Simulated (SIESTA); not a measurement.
# WS2 in SIESTA: the effect of Hubbard term

Slab: WS2, a slab with vacuum.

```xyz
6
Lattice="3.1835 0.0000 0.0000 -1.5918 2.7570 0.0000 0.0000 0.0000 35.0695" Properties=species:S:1:pos:R:3 pbc="T T T"
S     1.5918    0.9190    7.5000
W     0.0000    1.8380    9.0595
S     1.5918    0.9190   10.6189
S     1.5918    0.9190   24.4506
W     0.0000    1.8380   26.0100
S     1.5918    0.9190   27.5695
```

Alike in all runs:

| Item | Value |
| --- | --- |
| Program | SIESTA 5.4.2 |
| Task | band structure |
| Functional | PBE |
| Potentials or basis | PseudoDojo 0.4 standard (PBE files) |
| Basis | DZP (energy shift 0.003 Ry; two zetas on semicore shells) |
| Grid cutoff | 800 Ry |
| Energy shift | 0.003 Ry |
| k mesh | 10 × 10 × 1 |
| Occupations | fermi-dirac, width 0.05 eV |
| Spin | no spin polarisation |
| dipole correction | yes |
| Hubbard projector method | 1 |
| U from the first cycle | yes |

```tsv
Hubbard term	gap on the mesh (eV)	largest force (eV/Å)	work function (eV)
none	2.00	0.69	4.71
W d U = 2 eV	2.01	0.60	4.72
W d U = 4 eV	2.03	0.51	4.73
W d U = 6 eV	?	?	?
```

Question: What does the run with Hubbard term W d U = 6 eV give?

Answer: gap on the mesh 2.04 eV; largest force 0.41 eV/Å; work function 4.75 eV.

Worked out: A straight line through the other rows of the gap on the mesh, of slope 0.0075 eV per eV, extrapolates to 2.04 eV, against the run's 2.04. A straight line through the other rows of the largest force, of slope -0.045 eV/Å per eV, extrapolates to 0.42 eV/Å, against the run's 0.41. A straight line through the other rows of the work function, of slope 0.005 eV per eV, extrapolates to 4.74 eV, against the run's 4.75.

Caveats: spin-orbit coupling is left out, which moves the levels of the heavy elements; the basis of atomic orbitals isn't converged, which shifts pressures, moduli and gaps.

A k mesh can miss the band edges.
